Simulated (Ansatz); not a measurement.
The system is Na2S.

```
S Na
1.0
     0.00000    3.27350    3.27350
     3.27350    0.00000    3.27350
     3.27350    3.27350    0.00000
S Na
1 2
Direct
  0.00000 0.00000 0.00000
  0.75000 0.75000 0.75000
  0.25000 0.25000 0.25000
```

Base run:

| Quantity | Value |
| --- | --- |
| Program | Ansatz 0.2.0 |
| Functional | HSE06 form with a typed share of exact exchange |
| Potentials or basis | Ansatz PAW |
| Cutoff | 420 eV |
| Density cutoff | 1680 eV |
| k mesh | 4 × 4 × 4 |
| Occupations | fermi-dirac, width 0.05 eV |
| Spin | no spin polarisation |

Its results: band gap on the k mesh 3.27 eV, direct.

Question: The run is repeated on the same cell with these changes: screening (1/å) from 0.3 to 0.15. What comes out?

Answer: Band gap on the k mesh 3.62 eV, direct.

A k mesh can miss the band edges.

Not every run made on this cell is shown here.
